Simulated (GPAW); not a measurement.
# BaTiO3 and the effect of the functional

```cif
data_structure
_symmetry_space_group_name_H-M 'R3m:H'
_symmetry_Int_Tables_number 160
_cell_length_a 5.6547
_cell_length_b 5.6547
_cell_length_c 6.9552
_cell_angle_alpha 90.000
_cell_angle_beta 90.000
_cell_angle_gamma 120.000
_cell_volume 192.60
loop_
_atom_site_label
_atom_site_type_symbol
_atom_site_symmetry_multiplicity
_atom_site_Wyckoff_symbol
_atom_site_fract_x
_atom_site_fract_y
_atom_site_fract_z
_atom_site_occupancy
Ba1 Ba 3 a 0.00000 0.00000 0.00000 1
Ti1 Ti 3 a 0.33333 0.66667 0.15117 1
O1 O 9 b 0.49703 0.50297 0.01157 1
```

The cell comes from a database or a generator and needn't be the form met in nature.

Kept alike: task band structure; k mesh 5 × 5 × 5; occupations fermi-dirac, width 0.05 eV; no spin polarisation. Program: GPAW, potentials by row: the program's PAW data sets (release 1.2.1) made for this functional (LDA); PAW data sets generated for this functional (PBEsol); GPAW PAW data sets (gpaw-data 1.2.1) (r2SCAN), cutoff 800 eV. The mesh is that of the run's cell of 5 atoms. No spin-orbit coupling.

| functional | band gap (eV) | pressure (GPa) |
| --- | --- | --- |
| LDA | 2.331 | -4.62 |
| PBEsol | 2.370 | 0.30 |
| r2SCAN | 2.795 | 3.43 |

Pressure is positive in compression; the values hold the error of the finite cutoff, so their zero can differ a little from the energy's minimum. Gaps are the smaller of the mesh's and the band path's.

The band gap runs from 2.331 (LDA) to 2.795 eV (r2SCAN). The pressure runs from -4.62 (LDA) to 3.43 GPa (r2SCAN). A positive pressure means that the functional's own cell is larger than the one given, a negative one that it is smaller.
